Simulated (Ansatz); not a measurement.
InP in Ansatz: the effect of functional

Crystal: InP.

```
CELL_PARAMETERS angstrom
0.00000 2.93050 2.93050
2.93050 0.00000 2.93050
2.93050 2.93050 0.00000
ATOMIC_POSITIONS crystal
In 0.00000 0.00000 0.00000
P 0.75000 0.75000 0.75000
```

Alike in all runs:

```yaml
Program: Ansatz 0.2.0
Task: single point
Potentials_or_basis: all-electron PAW datasets made for the crystal
k_mesh: 6 × 6 × 6
Occupations: fermi-dirac, width 0.05 eV
Spin: no spin polarisation
```

```tsv
functional	cutoff	gap on the mesh (eV)	pressure (GPa)
PBE	240 eV (chosen from the basis error)	0.71	3.3
HSE06	270 eV (chosen from the basis error)	?	?
PBE0	270 eV (chosen from the basis error)	2.11	1.3
```

**Question.** What does the run with functional HSE06 give?

**Answer.** gap on the mesh 1.50 eV; pressure 1.5 GPa.

Caveats: spin-orbit coupling is left out, which moves the levels of the heavy elements.

